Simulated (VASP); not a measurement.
# TiAl (Pm-3m) in VASP: single point with r2SCAN

Aim: the single point of TiAl with r2SCAN.

Everything below comes from runs of VASP 6.6.1. Logs are shortened: lines on timing, memory, paths and dates and some standing lists are left out, and cuts for length are marked.

## (1) The structure

Symmetry: Pm-3m, No. 221, cubic system. Conventional cell: a = 3.179 Å, b = 3.179 Å, c = 3.179 Å, α = 90.00°, β = 90.00°, γ = 90.00°. Ti (site symmetry m-3m) has 8 Al at 2.75 Å as nearest neighbours. Al (site symmetry m-3m) is surrounded by 8 Ti at 2.75 Å.

The cell comes from a database or a generator and needn't be the stable form of this composition.

## (2) Single point, r2SCAN

POSCAR reads:

```
TiAl
1.0
    3.1790640000      0.0000000000      0.0000000000
    0.0000000000      3.1790640000      0.0000000000
    0.0000000000      0.0000000000      3.1790640000
Ti Al
1 1
Direct
    0.0000000000      0.0000000000      0.0000000000
    0.5000000000      0.5000000000      0.5000000000
```

INCAR.step1 reads:

```
PREC = Accurate
ENCUT = 520
ISMEAR = 0
SIGMA = 0.1
LREAL = False
LASPH = True
NELM = 100
NBANDS = 14
GGA = PE
ALGO = Normal
EDIFF = 1E-4
LWAVE = True
LCHARG = False
```

INCAR.step2 reads:

```
PREC = Accurate
ENCUT = 520
EDIFF = 1E-6
ISMEAR = 0
SIGMA = 0.1
LREAL = False
LASPH = True
NELM = 100
ALGO = Normal
ISIF = 2
LWAVE = False
LCHARG = False
METAGGA = R2SCAN
LMIXTAU = True
NBANDS = 14
ISTART = 1
```

KPOINTS reads:

```
regular mesh
0
Gamma
  6 6 6
```

Potentials or basis: VASP PAW PBE potentials, release 64 (Ti_sv, Al).

Started as:

```
$ cat potpaw_PBE.64/Ti_sv/POTCAR potpaw_PBE.64/Al/POTCAR > POTCAR
$ cp INCAR.step1 INCAR
$ mpirun -np 1 vasp_std > vasp.out
$ cp INCAR.step2 INCAR
$ mpirun -np 1 vasp_std > vasp.out
```

OUTCAR:

```text
PREC = Accurate
   ENCUT = 520
   EDIFF = 1E-6
   ISMEAR = 0
   LREAL = False
   LASPH = True
   NELM = 100
   ISIF = 2
   METAGGA = R2SCAN
   ISTART = 1

 ion  position               nearest neighbor table
   1  0.000  0.000  0.000-   2 2.75   2 2.75   2 2.75   2 2.75   2 2.75   2 2.75   2 2.75   2 2.75

   2  0.500  0.500  0.500-   1 2.75   1 2.75   1 2.75   1 2.75   1 2.75   1 2.75   1 2.75   1 2.75

  LATTYP: Found a simple cubic cell.
 ALAT       =     3.1790640000

  Lattice vectors:

 A1 = (   3.1790640000,   0.0000000000,   0.0000000000)
 A2 = (   0.0000000000,   3.1790640000,   0.0000000000)
 A3 = (   0.0000000000,   0.0000000000,   3.1790640000)

Analysis of symmetry for initial positions (statically):
=====================================================================
 Subroutine PRICEL returns:
 Original cell was already a primitive cell.

 Routine SETGRP: Setting up the symmetry group for a
 simple cubic supercell.

 Subroutine GETGRP returns: Found 48 space group operations
 (whereof 48 operations were pure point group operations)
 out of a pool of 48 trial point group operations.

The static configuration has the point symmetry O_h .

Analysis of symmetry for dynamics (positions and initial velocities):
=====================================================================
 Subroutine PRICEL returns:
 Original cell was already a primitive cell.

 Routine SETGRP: Setting up the symmetry group for a
 simple cubic supercell.

 Subroutine GETGRP returns: Found 48 space group operations
 (whereof 48 operations were pure point group operations)
 out of a pool of 48 trial point group operations.

The dynamic configuration has the point symmetry O_h .

 Subroutine INISYM returns: Found 48 space group operations
 (whereof 48 operations are pure point group operations),
 and found     1 'primitive' translations

----------------------------------------------------------------------------------------

                                     Primitive cell

  volume of cell :      32.1290

  direct lattice vectors                    reciprocal lattice vectors
     3.179064000  0.000000000  0.000000000     0.314557996  0.000000000  0.000000000
     0.000000000  3.179064000  0.000000000     0.000000000  0.314557996  0.000000000
     0.000000000  0.000000000  3.179064000     0.000000000  0.000000000  0.314557996

  length of vectors
     3.179064000  3.179064000  3.179064000     0.314557996  0.314557996  0.314557996

  position of ions in fractional coordinates (direct lattice)
     0.000000000  0.000000000  0.000000000
     0.500000000  0.500000000  0.500000000

  ion indices of the primitive-cell ions
   primitive index   ion index
                 1           1
                 2           2

----------------------------------------------------------------------------------------

 KPOINTS: regular mesh

Automatic generation of k-mesh.
 Grid dimensions read from file:
 generate k-points for:    6    6    6

 Generating k-lattice:

  Cartesian coordinates                     Fractional coordinates (reciprocal lattice)
     0.052426333  0.000000000  0.000000000     0.166666667  0.000000000  0.000000000
     0.000000000  0.052426333  0.000000000     0.000000000  0.166666667  0.000000000
     0.000000000  0.000000000  0.052426333     0.000000000  0.000000000  0.166666667

  Length of vectors
     0.052426333  0.052426333  0.052426333

  Shift w.r.t. Gamma in fractional coordinates (k-lattice)
     0.000000000  0.000000000  0.000000000

 Subroutine IBZKPT returns following result:
 ===========================================

 Found     20 irreducible k-points:

 Following reciprocal coordinates:
            Coordinates               Weight
  0.000000  0.000000  0.000000      1.000000
  0.166667  0.000000  0.000000      6.000000
  0.333333  0.000000  0.000000      6.000000
  0.500000  0.000000  0.000000      3.000000
  0.166667  0.166667  0.000000     12.000000
  0.333333  0.166667  0.000000     24.000000
[... 12 lines left out ...]
  0.500000  0.500000  0.333333      6.000000
  0.500000  0.500000  0.500000      1.000000
   k-points           NKPTS =     20   k-points in BZ     NKDIM =     20   number of bands    NBANDS=     14
   number of dos      NEDOS =    301   number of ions     NIONS =      2
   total plane-waves  NPLWV =  13824
   dimension x,y,z NGX =    24 NGY =   24 NGZ =   24
   dimension x,y,z NGXF=    48 NGYF=   48 NGZF=   48
   ions per type =               1   1
   NGX,Y,Z   is equivalent  to a cutoff of  12.55, 12.55, 12.55 a.u.
   NGXF,Y,Z  is equivalent  to a cutoff of  25.10, 25.10, 25.10 a.u.
 SYSTEM =  unknown system
   PREC   = accura    normal or accurate (medium, high low for compatibility)
   ISTART =      1    job   : 0-new  1-cont  2-samecut
   ICHARG =      0    charge: 1-file 2-atom 10-const
   ISPIN  =      1    spin polarized calculation?
   LNONCOLLINEAR =      F non collinear calculations
   LSORBIT =      F    spin-orbit coupling
   LASPH  =      T    aspherical Exc in radial PAW
   ENCUT  =  520.0 eV  38.22 Ry    6.18 a.u.   5.91  5.91  5.91*2*pi/ulx,y,z
   NELM   =    100;   NELMIN=  2; NELMDL=  0     # of ELM steps
   EDIFF  = 0.1E-05   stopping-criterion for ELM
   LREAL  =      F    real-space projection
   EDIFFG = 0.1E-04   stopping-criterion for IOM
   NSW    =      0    number of steps for IOM
   IBRION =     -1    ionic relax: 0-MD 1-quasi-New 2-CG
   NFREE  =      0    steps in history (QN), initial steepest desc. (CG)
   ISIF   =      2    stress and relaxation
   ISYM   =      2    0-nonsym 1-usesym 2-fastsym
   POTIM  = 0.5000    time-step for ionic-motion
   TEBEG  =    0.0;   TEEND  =   0.0 temperature during run
   PSTRESS=    0.0 pullay stress
   NELECT =      15.0000    total number of electrons
   NUPDOWN=      -1.0000    fix difference up-down
   EMIN   =  10.00;   EMAX   =-10.00  energy-range for DOS
   EFERMI =   0.00;   METHOD = LEGACY
   ISMEAR =     0;   SIGMA  =   0.10  broadening in eV -4-tet -1-fermi 0-gaus
   EFERMI_NEDOS =   21; number of points for ismear=-14 and -15
   IALGO  =     38    algorithm
   IMIX   =      4    mixing-type and parameters
     AMIX     =   0.40;   BMIX     =  1.00
     AMIX_MAG =   1.60;   BMIX_MAG =  1.00
  volume/ion in A,a.u.               =      16.06       108.41
  Fermi-wavevector in a.u.,A,eV,Ry     =   1.270007  2.399964 21.945065  1.612917
  Thomas-Fermi vector in A             =   2.403017
   LORBIT       =      0    0 simple, 1 ext, 2 COOP (PROOUT), +10 PAW based schemes
   METAGGA = R2SCAN    functional components
   LHFCALC =     F    Hartree Fock is set to
   AEXX    =    0.0000 exact exchange contribution
   IVDW    =     0    specifies the selected vdW correction
   LEPSILON=     F    determine dielectric tensor
   LRPA    =     F    only Hartree local field effects (RPA)
 non-spin polarized calculation
 Gauss-broadening in eV      SIGMA  =   0.10
  energy-cutoff  :      520.00
  volume of cell :       32.13
 maximum number of plane-waves:       912
 NGX is ok and might be reduce to    24
   NGX = 11   NGY = 11   NGZ = 11

 number of electron      14.9999993 magnetization

 Free energy of the ion-electron system (eV)
  ---------------------------------------------------
  ext. energy  EPLUGINS =         0.00000000
  ---------------------------------------------------
  free energy    TOTEN  =       -20.31761156 eV

  energy without entropy =      -20.30857395  energy(sigma->0) =      -20.31309275

 E-fermi :   8.8792     XC(G=0): -11.8995

 val. band max:        8.7910739136   @ k =   0.3333   0.3333   0.1667
 cond. band min:       8.9575979723   @ k =   0.3333   0.1667   0.0000
 fundamental gap:      0.1665240587
 Fermi energy:         8.8791769603

 k-point     1 :       0.0000    0.0000    0.0000
  band No.  band energies     occupation
      1     -50.4326      2.00000
      2     -25.5875      2.00000
      3     -25.5875      2.00000
      4     -25.5875      2.00000
      5      -1.0305      2.00000
      6       7.2174      2.00000
      7       7.2174      2.00000
      8      10.8929      0.00000
      9      10.8929      0.00000
     10      10.8929      0.00000
     11      13.4533      0.00000
     12      13.4533      0.00000
     13      13.4533      0.00000
     14      17.9000      0.00000

 k-point     2 :       0.1667    0.0000    0.0000
  band No.  band energies     occupation
      1     -50.4286      2.00000
      2     -25.6339      2.00000
      3     -25.5835      2.00000
      4     -25.5835      2.00000
      5      -0.5692      2.00000
      6       6.8659      2.00000
      7       7.4245      2.00000
      8      10.2452      0.00000
      9      10.2452      0.00000
     10      10.9450      0.00000
     11      12.1713      0.00000
     12      14.4438      0.00000
     13      14.4438      0.00000
     14      17.3280      0.00000

 k-point     3 :       0.3333    0.0000    0.0000
  band No.  band energies     occupation
      1     -50.4206      2.00000
      2     -25.7259      2.00000
      3     -25.5755      2.00000
      4     -25.5755      2.00000
      5       0.7447      2.00000
      6       5.2017      2.00000
      7       7.9015      2.00000
      8       9.4348      0.00000
      9       9.4348      0.00000
     10      11.0519      0.00000
     11      11.6908      0.00000
     12      16.1313      0.00000
     13      16.3566      0.00000
     14      16.3566      0.00000
[... 256 lines left out ...]
 k-point    19 :       0.5000    0.5000    0.3333
  band No.  band energies     occupation
      1     -50.3897      2.00000
      2     -25.7282      2.00000
      3     -25.7282      2.00000
      4     -25.6812      2.00000
      5       4.8618      2.00000
      6       5.7515      2.00000
      7       5.7515      2.00000
      8       9.5536      0.00000
      9      11.0348      0.00000
     10      11.0813      0.00000
     11      11.0813      0.00000
     12      11.7163      0.00000
     13      13.2106      0.00000
     14      15.7662      0.00000

 k-point    20 :       0.5000    0.5000    0.5000
  band No.  band energies     occupation
      1     -50.3859      2.00000
      2     -25.7226      2.00000
      3     -25.7226      2.00000
      4     -25.7226      2.00000
      5       5.5685      2.00000
      6       5.5685      2.00000
      7       5.5685      2.00000
      8       9.7513      0.00000
      9      11.7042      0.00000
     10      11.7042      0.00000
     11      11.7042      0.00000
     12      11.7327      0.00000
     13      11.7327      0.00000
     14      15.6786      0.00000

------------------------ aborting loop because EDIFF is reached ----------------------------------------

  FORCE on cell =-STRESS in cart. coord.  units (eV):
  Direction    XX          YY          ZZ          XY          YZ          ZX
  --------------------------------------------------------------------------------------
  -------------------------------------------------------------------------------------
  Total       -0.1894958     -0.1894958     -0.1894958      0.0000000      0.0000000      0.0000000
  in kB       -9.4495761     -9.4495761     -9.4495761      0.0000000      0.0000000      0.0000000
  external PRESSURE =      -9.4495761 kB  Pullay stress =       0.0000000 kB

 VOLUME and BASIS-vectors are now :
 -----------------------------------------------------------------------------
  energy-cutoff  :      520.00
  volume of cell :       32.13
      direct lattice vectors                 reciprocal lattice vectors
     3.179064000  0.000000000  0.000000000     0.314557996  0.000000000  0.000000000
     0.000000000  3.179064000  0.000000000     0.000000000  0.314557996  0.000000000
     0.000000000  0.000000000  3.179064000     0.000000000  0.000000000  0.314557996

 POSITION                                       TOTAL-FORCE (eV/Angst)
 -----------------------------------------------------------------------------------
      0.00000      0.00000      0.00000         0.000000      0.000000      0.000000
      1.58953      1.58953      1.58953         0.000000      0.000000      0.000000
 -----------------------------------------------------------------------------------
    total drift:                                0.000000      0.000000      0.000000

  FREE ENERGIE OF THE ION-ELECTRON SYSTEM (eV)
  ---------------------------------------------------
  free  energy   TOTEN  =       -20.3176115589 eV

  energy  without entropy=      -20.3085739510  energy(sigma->0) =      -20.31309275
```

It took 26 s on 1 thread of Intel Xeon Platinum 8259CL at 2.50GHz (Skylake/Cascade Lake), shared host; peak memory 0.14 GiB.

Results:

| Quantity | Value |
| --- | --- |
| Free energy | -20.3176 eV |
| Pressure | -0.9 GPa |
| Band gap on the k mesh | none (metal or under the smearing width) |

Levels at points of the mesh, in eV from the Fermi level:
| k point | band 3 | band 4 | band 5 | band 6 | band 7 | band 8 | band 9 | band 10 | band 11 | band 12 |
| --- | --- | --- | --- | --- | --- | --- | --- | --- | --- | --- |
| (0.00, 0.00, 0.00) | -34.47 | -34.47 | -9.91 | -1.66 | -1.66 | 2.01 | 2.01 | 2.01 | 4.57 | 4.57 |
| (0.50, 0.00, 0.00) | -34.45 | -34.45 | -6.49 | -5.64 | -0.69 | 0.25 | 0.25 | 2.23 | 3.06 | 6.62 |
| (0.50, 0.50, 0.00) | -34.62 | -34.43 | -5.28 | -2.46 | -2.46 | -1.67 | 0.84 | 0.84 | 2.79 | 4.90 |
| (0.50, 0.50, 0.50) | -34.60 | -34.60 | -3.31 | -3.31 | -3.31 | 0.87 | 2.83 | 2.83 | 2.83 | 2.85 |

Caveat: the PAW data sets were made with another functional, which shifts forces and pressure a little.
